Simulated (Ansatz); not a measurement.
Input of an Ansatz 0.2.0 run:

input.yaml

```yaml
crystal:
  lattice:
    - [2.98611099, 0.0, 0.0]
    - [0.0, 2.98611099, 0.0]
    - [0.0, 0.0, 2.98611099]
  atoms:
    - { symbol: Co, position: [0.5, 0.5, 0.5], spin: 2.0 }
    - { symbol: Ti, position: [0.0, 0.0, 0.0], spin: 1.0 }
kpoints:
  mp_grid: { grid: [9, 9, 9] }
scf:
  occupations: { method: gaussian, width: 0.022 }
hamiltonian:
  xc: pbe
  pseudopotentials: { kind: all_electron, lapw: { basis_error: 0.001 } }
magnetization:
  spin_polarized: true
output:
  forces: true
  stress: true
  eigenvalues: true
```

Potentials or basis: all-electron LAPW, scalar-relativistic.

Command:

```sh
$ ansatz run input.yaml --threads 2 --pin off --max-ram 6144MiB --backend cpu --events-out ev --progress --plain --runs-dir out
```

Question: What does it give for the pressure?

Answer: -0.5 GPa.

Question: Estimate the absolute moment.

Answer: 1.09 μB per cell.

Question: What does it give for the net moment?

Answer: 0.84 μB per cell.
